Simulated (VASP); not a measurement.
## Mo under changes of volume

One of the cells (16.690 Å³/atom); the others are scaled copies at fixed shape and fractional positions:

```
CELL_PARAMETERS angstrom
0.00000 2.02834 2.02834
2.02834 0.00000 2.02834
2.02834 2.02834 0.00000
ATOMIC_POSITIONS crystal
Mo 0.00000 0.00000 0.00000
```

This isn't the form of Mo at room conditions, which is bcc.

```yaml
Program: VASP 6.6.1
Functional: PBE
Potentials_or_basis: VASP PAW PBE potentials, release 64 (Mo_sv)
Cutoff: 520 eV
k_mesh: 11 × 11 × 11
Occupations: fermi-dirac, width 0.05 eV
Spin: no spin polarisation
```

```tsv
volume (Å³/atom)	energy over the lowest point (meV/atom)	pressure (GPa)
15.381	23.68	11.3
15.708	6.42	5.7
16.035	0.00	0.6
16.690	?	?
17.017	35.94	-11.9
17.344	63.69	-15.3
```

**Question.** What does the run at 16.690 Å³/atom give?

**Answer.** Energy over the lowest point 15.58 meV/atom; pressure -8.1 GPa.

Worked out: A Birch-Murnaghan fit of order 3 (a polynomial in V^(-2/3)) to the other rows has its minimum at 16.08 Å³/atom with B0 = V·E''(V) = 232 GPa and B' = 3.7. It gives 15.59 meV/atom at 16.690 Å³/atom, against the run's 15.58, and -dE/dV = -8.1 GPa, against -8.1.

Energies are extrapolated to zero smearing.
